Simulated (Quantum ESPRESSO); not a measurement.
# Ge (Fd-3m) in Quantum ESPRESSO: single point with PBEsol

Aim: the single point of Ge with PBEsol.

Program: Quantum ESPRESSO 7.5. These are calculated values, not measurements. Logs are shortened: lines on timing, memory, paths and dates and some standing lists are left out, and cuts for length are marked.

**Measured values to compare with.**

From “Temperature-dependent photoluminescence in Ge: experiment and theory”, 2020, arxiv:2003.00143, for a bulk crystal of Ge at 0 K: band gap 0.744 eV (indirect).

How close the calculation comes is told below.

## 1. The crystal as given

It takes space group Fd-3m (No. 227, cubic). Conventional cell: a = 5.658 Å, b = 5.658 Å, c = 5.658 Å, α = 90.00°, β = 90.00°, γ = 90.00°. Ge (site symmetry -43m) has 4 Ge at 2.45 Å as nearest neighbours.

## 2. Single point, PBEsol

Input file run.py:

```python
import numpy as np
from ase.calculators.espresso import Espresso, EspressoProfile
import spglib
from ase import Atoms
from ase.io import read

atoms = read('Ge.cif')
cell, pos, num = spglib.standardize_cell((atoms.cell[:], atoms.get_scaled_positions(), atoms.numbers), to_primitive=True, symprec=1e-4)
atoms = Atoms(numbers=num, cell=cell, scaled_positions=pos, pbc=True)

input_data = {
    'control': {'calculation': 'scf', 'prefix': 'pwscf', 'outdir': './tmp', 'tprnfor': True, 'tstress': True, 'disk_io': 'nowf'},
    'system': {'ecutwfc': 45.0, 'ecutrho': 360.0, 'nbnd': 21, 'occupations': 'smearing', 'smearing': 'fd', 'degauss': 0.00367493},
    'electrons': {'conv_thr': 4e-10, 'electron_maxstep': 120, 'mixing_beta': 0.5},
}
pseudopotentials = {'Ge': 'ge_pbesol_v1.4.uspp.F.UPF'}
profile = EspressoProfile(command='mpirun -n 2 pw.x -nk 2', pseudo_dir='pseudo')
dft = Espresso(profile=profile, input_data=input_data, pseudopotentials=pseudopotentials, kpts=(8, 8, 8), koffset=(0, 0, 0))
atoms.calc = dft

print(f'energy {atoms.get_potential_energy():.8f} eV')
print('forces (eV/A)')
print(np.round(atoms.get_forces(), 6))
print('stress (eV/A^3, Voigt)')
print(np.round(atoms.get_stress(), 8))
print(f'Fermi level {dft.get_fermi_level():.4f} eV')
```

Input file Ge.cif:

```cif
data_Ge
_cell_length_a 5.65782000
_cell_length_b 5.65782000
_cell_length_c 5.65782000
_cell_angle_alpha 90.00000000
_cell_angle_beta 90.00000000
_cell_angle_gamma 90.00000000
_space_group_name_H-M_alt 'Fd-3m'
_space_group_name_Hall 'F 4d 2 3 -1d'
_space_group_IT_number 227
loop_
_space_group_symop_operation_xyz
'x,y,z'
'-y+1/4,x+1/4,z+1/4'
'-x,-y+1/2,z+1/2'
'y+3/4,-x+1/4,z+3/4'
'x,-y,-z'
'-y+1/4,-x+3/4,-z+3/4'
'-x,y+1/2,-z+1/2'
'y+3/4,x+3/4,-z+1/4'
'z,x,y'
'z+1/4,-y+1/4,x+1/4'
'z+1/2,-x,-y+1/2'
'z+3/4,y+3/4,-x+1/4'
'-z,x,-y'
'-z+3/4,-y+1/4,-x+3/4'
'-z+1/2,-x,y+1/2'
'-z+1/4,y+3/4,x+3/4'
'y,z,x'
'x+1/4,z+1/4,-y+1/4'
'-y+1/2,z+1/2,-x'
'-x+1/4,z+3/4,y+3/4'
'-y,-z,x'
'-x+3/4,-z+3/4,-y+1/4'
'y+1/2,-z+1/2,-x'
'x+3/4,-z+1/4,y+3/4'
'-x+1/4,-y+1/4,-z+1/4'
'y,-x,-z'
'x+1/4,y+3/4,-z+3/4'
'-y+1/2,x,-z+1/2'
'-x+1/4,y+1/4,z+1/4'
'y,x+1/2,z+1/2'
'x+1/4,-y+3/4,z+3/4'
'-y+1/2,-x+1/2,z'
'-z+1/4,-x+1/4,-y+1/4'
'-z,y,-x'
'-z+3/4,x+1/4,y+3/4'
'-z+1/2,-y+1/2,x'
'z+1/4,-x+1/4,y+1/4'
'z+1/2,y,x+1/2'
'z+3/4,x+1/4,-y+3/4'
'z,-y+1/2,-x+1/2'
'-y+1/4,-z+1/4,-x+1/4'
[... 89 lines left out ...]
'-z+1/4,x+1/4,y+1/4'
'-z,-y+1/2,x+1/2'
'z+3/4,-x+1/4,y+3/4'
'z,y,x'
'z+1/4,x+1/4,-y+1/4'
'z+1/2,-y+1/2,-x'
'-y+3/4,-z+1/4,-x+3/4'
'-x+1/2,-z,y+1/2'
'y+1/4,-z+3/4,x+3/4'
'x+1/2,-z+1/2,-y'
'y+3/4,z+1/4,-x+3/4'
'x,z+1/2,y+1/2'
'-y+1/4,z+3/4,x+3/4'
'-x,z,-y'
'x+1/2,y+1/2,z'
'-y+3/4,x+3/4,z+1/4'
'-x+1/2,-y,z+1/2'
'y+1/4,-x+3/4,z+3/4'
'x+1/2,-y+1/2,-z'
'-y+3/4,-x+1/4,-z+3/4'
'-x+1/2,y,-z+1/2'
'y+1/4,x+1/4,-z+1/4'
'z+1/2,x+1/2,y'
'z+3/4,-y+3/4,x+1/4'
'z,-x+1/2,-y+1/2'
'z+1/4,y+1/4,-x+1/4'
'-z+1/2,x+1/2,-y'
'-z+1/4,-y+3/4,-x+3/4'
'-z,-x+1/2,y+1/2'
'-z+3/4,y+1/4,x+3/4'
'y+1/2,z+1/2,x'
'x+3/4,z+3/4,-y+1/4'
'-y,z,-x'
'-x+3/4,z+1/4,y+3/4'
'-y+1/2,-z+1/2,x'
'-x+1/4,-z+1/4,-y+1/4'
'y,-z,-x'
'x+1/4,-z+3/4,y+3/4'
'-x+3/4,-y+3/4,-z+1/4'
'y+1/2,-x+1/2,-z'
'x+3/4,y+1/4,-z+3/4'
'-y,x+1/2,-z+1/2'
'-x+3/4,y+3/4,z+1/4'
'y+1/2,x,z+1/2'
'x+3/4,-y+1/4,z+3/4'
'-y,-x,z'
'-z+3/4,-x+3/4,-y+1/4'
'-z+1/2,y+1/2,-x'
'-z+1/4,x+3/4,y+3/4'
'-z,-y,x'
'z+3/4,-x+3/4,y+1/4'
'z,y+1/2,x+1/2'
'z+1/4,x+3/4,-y+3/4'
'z+1/2,-y,-x+1/2'
'-y+3/4,-z+3/4,-x+1/4'
'-x+1/2,-z+1/2,y'
'y+1/4,-z+1/4,x+1/4'
'x+1/2,-z,-y+1/2'
'y+3/4,z+3/4,-x+1/4'
'x,z,y'
'-y+1/4,z+1/4,x+1/4'
'-x,z+1/2,-y+1/2'
loop_
_atom_site_label
_atom_site_type_symbol
_atom_site_symmetry_multiplicity
_atom_site_Wyckoff_symbol
_atom_site_fract_x
_atom_site_fract_y
_atom_site_fract_z
_atom_site_occupancy
Ge1 Ge 8 a 0.2500000000 0.2500000000 0.2500000000 1
```

Potentials or basis: GBRV 1.5 PBEsol.

Command:

```
> OMP_NUM_THREADS=1 python run.py
```

Log:

```text
energy -5801.20078382 eV
forces (eV/A)
[[-0. -0.  0.]
 [ 0.  0. -0.]]
stress (eV/A^3, Voigt)
[-0.00257635 -0.00257635 -0.00257635  0.          0.          0.        ]
Fermi level 8.3538 eV
```

espresso.pwi:

```text
&CONTROL
   calculation      = 'scf'
   tstress          = .true.
   tprnfor          = .true.
   outdir           = './tmp'
   prefix           = 'pwscf'
   disk_io          = 'nowf'
   pseudo_dir       = 'pseudo'
/
&SYSTEM
   nbnd             = 21
   ecutwfc          = 45.0
   ecutrho          = 360.0
   occupations      = 'smearing'
   degauss          = 0.00367493
   smearing         = 'fd'
   ntyp             = 1
   nat              = 2
   ibrav            = 0
/
&ELECTRONS
   electron_maxstep = 120
   conv_thr         = 4e-10
   mixing_beta      = 0.5
/
&IONS
/
&CELL
/
&FCP
/
&RISM
/
ATOMIC_SPECIES
Ge 72.63 ge_pbesol_v1.4.uspp.F.UPF

K_POINTS automatic
8 8 8  0 0 0

CELL_PARAMETERS angstrom
0.00000000000000 2.82891000000000 2.82891000000000
2.82891000000000 0.00000000000000 2.82891000000000
2.82891000000000 2.82891000000000 0.00000000000000

ATOMIC_POSITIONS angstrom
Ge 1.4144550000 1.4144550000 1.4144550000  
Ge 0.0000000000 0.0000000000 0.0000000000
```

espresso.pwo:

```text
This program is part of the open-source Quantum ESPRESSO suite
     for quantum simulation of materials; please cite
         "P. Giannozzi et al., J. Phys.:Condens. Matter 21 395502 (2009);
         "P. Giannozzi et al., J. Phys.:Condens. Matter 29 465901 (2017);
         "P. Giannozzi et al., J. Chem. Phys. 152 154105 (2020);
     in publications or presentations arising from this work. More details at

Warning: card &CELL ignored
Warning: card &FCP ignored
Warning: card &RISM ignored

     Message from routine setup:
[... 7 lines left out ...]
     --------------------
     sticks:   dense  smooth     PW     G-vecs:    dense   smooth      PW
     Sum        1417     703    211                35149    12387    2109

     Using Slab Decomposition

     bravais-lattice index     =            0
     lattice parameter (alat)  =       7.5602  a.u.
     unit-cell volume          =     305.5512 (a.u.)^3
     number of atoms/cell      =            2
     number of atomic types    =            1
     number of electrons       =        28.00
     number of Kohn-Sham states=           21
     kinetic-energy cutoff     =      45.0000  Ry
     charge density cutoff     =     360.0000  Ry
     scf convergence threshold =      4.0E-10
     mixing beta               =       0.5000
     number of iterations used =            8  plain     mixing
     Exchange-correlation= SLA  PW   PSX  PSC
                           (   1   4  10   8   0   0   0)

     celldm(1)=   7.560195  celldm(2)=   0.000000  celldm(3)=   0.000000
     celldm(4)=   0.000000  celldm(5)=   0.000000  celldm(6)=   0.000000

     crystal axes: (cart. coord. in units of alat)
               a(1) = (   0.000000   0.707107   0.707107 )
               a(2) = (   0.707107   0.000000   0.707107 )
               a(3) = (   0.707107   0.707107   0.000000 )

     reciprocal axes: (cart. coord. in units 2 pi/alat)
               b(1) = ( -0.707107  0.707107  0.707107 )
               b(2) = (  0.707107 -0.707107  0.707107 )
               b(3) = (  0.707107  0.707107 -0.707107 )

     PseudoPot. # 1 for Ge read from file:
     ge_pbesol_v1.4.uspp.F.UPF
     Pseudo is Ultrasoft + core correction, Zval = 14.0
     Generated by new atomic code, or converted to UPF format
     Using radial grid of  873 points,  6 beta functions with:
                l(1) =   0
                l(2) =   0
                l(3) =   1
                l(4) =   1
                l(5) =   2
                l(6) =   2
     Q(r) pseudized with  8 coefficients,  rinner =    1.400   1.400   1.400
                                                       1.400   1.400

     atomic species   valence    mass     pseudopotential
     Ge               14.00    72.63000     Ge( 1.00)

     48 Sym. Ops., with inversion, found (24 have fractional translation)

   Cartesian axes

     site n.     atom                  positions (alat units)
         1        Ge     tau(   1) = (   0.3535534   0.3535534   0.3535534  )
         2        Ge     tau(   2) = (   0.0000000   0.0000000   0.0000000  )

     number of k points=    29  Fermi-Dirac smearing, width (Ry)=  0.0037
                       cart. coord. in units 2pi/alat
        k(    1) = (   0.0000000   0.0000000   0.0000000), wk =   0.0039062
        k(    2) = (   0.0883883   0.0883883  -0.0883883), wk =   0.0312500
        k(    3) = (   0.1767767   0.1767767  -0.1767767), wk =   0.0312500
        k(    4) = (   0.2651650   0.2651650  -0.2651650), wk =   0.0312500
        k(    5) = (  -0.3535534  -0.3535534   0.3535534), wk =   0.0156250
        k(    6) = (   0.1767767   0.0000000   0.0000000), wk =   0.0234375
[... 21 lines left out ...]
        k(   28) = (  -0.7071068   0.1767767  -0.0000000), wk =   0.0468750
        k(   29) = (  -0.7071068   0.3535534   0.0000000), wk =   0.0234375

     Dense  grid:    35149 G-vectors     FFT dimensions: (  48,  48,  48)

     Smooth grid:    12387 G-vectors     FFT dimensions: (  36,  36,  36)

     Initial potential from superposition of free atoms

     starting charge      27.9984, renormalised to      28.0000
     Starting wfcs are   18 randomized atomic wfcs +    3 random wfcs

     Self-consistent Calculation

     iteration #  1     ecut=    45.00 Ry     beta= 0.50
     Davidson diagonalization with overlap
     ethr =  1.00E-02,  avg # of iterations =  4.5

     Threshold (ethr) on eigenvalues was too large:
     Diagonalizing with lowered threshold

     Davidson diagonalization with overlap
     ethr =  1.17E-04,  avg # of iterations =  2.7

     total energy              =    -426.38102758 Ry
     estimated scf accuracy    <       0.03326040 Ry

     iteration #  2     ecut=    45.00 Ry     beta= 0.50
     Davidson diagonalization with overlap
     ethr =  1.19E-04,  avg # of iterations =  1.0
[... 29 lines left out ...]
     total energy              =    -426.38043051 Ry
     estimated scf accuracy    <       0.00000005 Ry

     iteration #  7     ecut=    45.00 Ry     beta= 0.50
     Davidson diagonalization with overlap
     ethr =  1.81E-10,  avg # of iterations =  2.0

     End of self-consistent calculation

          k = 0.0000 0.0000 0.0000 (  1471 PWs)   bands (ev):

   -16.4708 -16.4708 -16.4708 -16.4344 -16.4344 -16.2233 -16.2233 -16.2233
   -16.2098 -16.2098  -4.4598   8.3189   8.3346   8.3346   8.3346  10.8630
    10.8630  10.8630  14.5605  17.7680  17.7680

          k = 0.0884 0.0884-0.0884 (  1534 PWs)   bands (ev):

   -16.4789 -16.4789 -16.4683 -16.4232 -16.4232 -16.2354 -16.2354 -16.2264
   -16.1998 -16.1998  -4.2691   5.9616   7.9977   7.9977   9.3323  11.3126
    11.3126  11.7807  15.5163  16.8433  16.8433
[... 103 lines left out ...]
          k = 0.0000-0.5303 0.5303 (  1568 PWs)   bands (ev):

   -16.5219 -16.5059 -16.4168 -16.3579 -16.3314 -16.3181 -16.3126 -16.2632
   -16.1681 -16.1537  -1.0339   0.0258   3.9643   5.6906   9.4116  12.3575
    15.4929  15.6870  16.4312  18.0769  21.8175

          k =-0.7071 0.0000 0.0000 (  1588 PWs)   bands (ev):

   -16.5049 -16.5049 -16.4192 -16.4192 -16.3197 -16.3197 -16.2622 -16.2622
   -16.1688 -16.1688  -0.5654  -0.5654   5.2481   5.2481   8.9977   8.9977
    17.8153  17.8153  19.8418  19.8418  21.0798

          k = 0.3536 0.1768 0.0000 (  1552 PWs)   bands (ev):

   -16.4996 -16.4971 -16.4541 -16.3983 -16.3697 -16.3002 -16.2479 -16.2288
   -16.1856 -16.1776  -3.2206   2.9540   5.4555   6.7096  10.6435  11.1044
    12.9131  13.8449  16.3136  18.3357  18.6502
[... 25 lines left out ...]
          k = 0.0000-0.3536 0.5303 (  1554 PWs)   bands (ev):

   -16.5205 -16.5100 -16.4101 -16.3601 -16.3336 -16.3304 -16.2966 -16.2682
   -16.1652 -16.1560  -1.5904   0.6531   4.0102   5.5918  10.9462  12.8073
    13.2466  15.0612  16.4941  17.9571  21.5831

          k =-0.7071 0.1768-0.0000 (  1568 PWs)   bands (ev):

   -16.5126 -16.5126 -16.4000 -16.4000 -16.3214 -16.3214 -16.2786 -16.2786
   -16.1621 -16.1621  -0.5168  -0.5168   4.7698   4.7698  10.2019  10.2019
    15.8893  15.8893  19.3305  19.3305  21.1671

          k =-0.7071 0.3536 0.0000 (  1564 PWs)   bands (ev):

   -16.5187 -16.5187 -16.3766 -16.3766 -16.3275 -16.3275 -16.2953 -16.2953
   -16.1565 -16.1565  -0.4655  -0.4655   4.3986   4.3986  12.6180  12.6180
    12.9684  12.9684  19.3025  19.3025  21.2492

     the Fermi energy is     8.3538 ev

!    total energy              =    -426.38043052 Ry
     estimated scf accuracy    <          1.5E-10 Ry
     smearing contrib. (-TS)   =      -0.00006793 Ry
     internal energy E=F+TS    =    -426.38036259 Ry

     The total energy is F=E-TS. E is the sum of the following terms:
     one-electron contribution =    -278.57507895 Ry
     hartree contribution      =     164.97599816 Ry
     xc contribution           =    -115.28052360 Ry
     ewald contribution        =    -197.50075820 Ry

     convergence has been achieved in   7 iterations

     Forces acting on atoms (cartesian axes, Ry/au):

     atom    1 type  1   force =    -0.00000000   -0.00000000    0.00000000
     atom    2 type  1   force =     0.00000000    0.00000000   -0.00000000

     Total force =     0.000000     Total SCF correction =     0.000000

     Computing stress (Cartesian axis) and pressure

          total   stress  (Ry/bohr**3)                   (kbar)     P=        4.13
   0.00002806  -0.00000000  -0.00000000            4.13       -0.00       -0.00
  -0.00000000   0.00002806  -0.00000000           -0.00        4.13       -0.00
  -0.00000000  -0.00000000   0.00002806           -0.00       -0.00        4.13

=------------------------------------------------------------------------------=
   JOB DONE.
=------------------------------------------------------------------------------=
```

Wall time 7.1 s (2 MPI ranks of Intel Xeon 6975P-C (Granite Rapids), shared host); peak memory 0.24 GiB.

Results:

```
Free energy            : -5801.2013 eV
Pressure               : 0.4 GPa
Band gap on the k mesh : none (metal or under the smearing width)
```

Caveat: this crystal is a semiconductor, whose small gap the functional closes, so the metal is an error of the method.

## 3. Against experiment

Step 2. Against the measured gap of Ge, 0.744 eV (indirect; 0 K; “Temperature-dependent photoluminescence in Ge: experiment and theory”, 2020, arxiv:2003.00143), the calculated 0.00 eV is off by -0.74 eV. 3 values of this kind are on record (0.666 to 0.807 eV); this one was drawn at random among those near their median. Spin-orbit coupling on Ge is left out. The value is that of PBEsol on a finite k mesh, which can miss the band edges, without temperature or zero-point motion. Semilocal functionals fall short of measured gaps as a rule.
